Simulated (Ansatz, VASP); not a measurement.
## BN in VASP and in Ansatz

```xyz
2
Lattice="0.0000 1.8130 1.9580 1.8130 0.0000 1.9580 1.8130 1.8130 0.0000" Properties=species:S:1:pos:R:3 pbc="T T T"
B     0.0000    0.0000    0.0000
N     2.7195    2.7195    2.9371
```

Change from the starting cell: strain +0.000 along x and y, +0.080 along z, atoms carried along.

Alike in both runs: task single point; functional PBE; k mesh 12 × 12 × 12; occupations gaussian, width 0.05 eV; no spin polarisation.

|  | VASP | Ansatz |
| --- | --- | --- |
| version | VASP 6.6.1 | Ansatz 0.2.0 |
| potentials or method | VASP PAW PBE potentials, release 64 (B, N) | scalar-relativistic, plane waves, PAW |
| plane-wave cutoff (eV) | 520 | 420 |
| valence electrons in the cell | 8 | 8 |

```tsv
	VASP	Ansatz	Ansatz less VASP
gap on the k mesh at the Fermi level (eV)	3.72	3.73	+0.010
least direct gap on the mesh (eV)	7.97	7.97	+0.002
pressure (GPa)	-25.0	-25.0	-0.02
largest component of the traceless stress (GPa)	32.02	31.99	-0.033
```

Caveats: so large a pressure means that the cell lies far from this level's equilibrium, or that cutoff or potentials fall short (VASP). A k mesh can miss the band edges.
